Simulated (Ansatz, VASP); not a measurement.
Mo in VASP and in Ansatz

```
Mo
1.0
    -1.55616    1.55616    1.55616
     1.55616   -1.55616    1.55616
     1.55616    1.55616   -1.55616
Mo
1
Direct
  0.00000 0.00000 0.00000
```

Alike in both runs: functional LDA; k mesh 18 × 18 × 18; occupations fermi-dirac, width 0.15 eV; no spin polarisation.

Ansatz relaxed the structure, and its values are those at the end. VASP's run is a single point on that final structure, the one shown.

|  | VASP | Ansatz |
| --- | --- | --- |
| version | VASP 6.6.1 | Ansatz 0.2.0 |
| potentials or method | VASP PAW LDA potentials, release 64 (Mo_sv) | scalar-relativistic, plane waves, PAW |
| plane-wave cutoff (eV) | 520 | 420 |
| valence electrons in the cell | 14 | 14 |

```csv
,VASP,Ansatz,Ansatz less VASP
gap on the k mesh at the Fermi level (eV),none,none,-
pressure (GPa),1.2,0.0,-1.15
```

A gap of «none» marks a metal or a gap that the smearing closes. Ansatz warned: «pseudo_functional_mismatch».
